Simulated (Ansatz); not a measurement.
# KMgF3 under changes of volume

One of the cells (12.665 Å³/atom); the others are scaled copies at fixed shape and fractional positions:

```
K Mg F
1.0
     3.98590    0.00000    0.00000
     0.00000    3.98590    0.00000
     0.00000    0.00000    3.98590
K Mg F
1 1 3
Direct
  0.50000 0.50000 0.50000
  0.00000 0.00000 0.00000
  0.00000 0.00000 0.50000
  0.00000 0.50000 0.00000
  0.50000 0.00000 0.00000
```

```yaml
Program: Ansatz 0.2.0
Functional: PBEsol
Potentials_or_basis: Ansatz PAW
Cutoff: "420 eV (not typed: the program's choice for these potentials)"
k_mesh: 7 × 7 × 7
Occupations: fermi-dirac, width 0.05 eV
Spin: no spin polarisation
```

| volume (Å³/atom) | energy over the lowest point (meV/atom) | pressure (GPa) | gap on the mesh (eV) |
| --- | --- | --- | --- |
| 11.905 | 13.15 | 5.5 | 7.66 |
| 12.159 | ? | ? | ? |
| 12.412 | 1.65 | 1.9 | 7.33 |
| 12.665 | 0.00 | 0.3 | 7.18 |
| 12.918 | 0.60 | -1.1 | 7.03 |
| 13.172 | 3.33 | -2.3 | 6.90 |
| 13.425 | 7.95 | -3.5 | 6.76 |

Q: What does the run at 12.159 Å³/atom give?

A: Energy over the lowest point 5.96 meV/atom; pressure 3.6 GPa; gap on the mesh 7.49 eV.

Worked out: A Birch-Murnaghan fit of order 3 (a polynomial in V^(-2/3)) to the other rows has its minimum at 12.72 Å³/atom with B0 = V·E''(V) = 72 GPa and B' = 4.4. It gives 5.95 meV/atom at 12.159 Å³/atom, against the run's 5.96, and -dE/dV = 3.6 GPa, against 3.6. A straight line through the other rows of the gap, of slope -7.47 eV per unit of ln V, gives 7.49 eV, against the run's 7.49.

Energies are extrapolated to zero smearing.

Caveats: odd divisions of the mesh miss points on the zone boundary, where band edges often lie, so the gap on the mesh can be too wide; the PAW data sets come from PBE, with cores solved anew for the run's functional, which leaves a small shift of forces and pressure.

A mesh can miss the band edges.
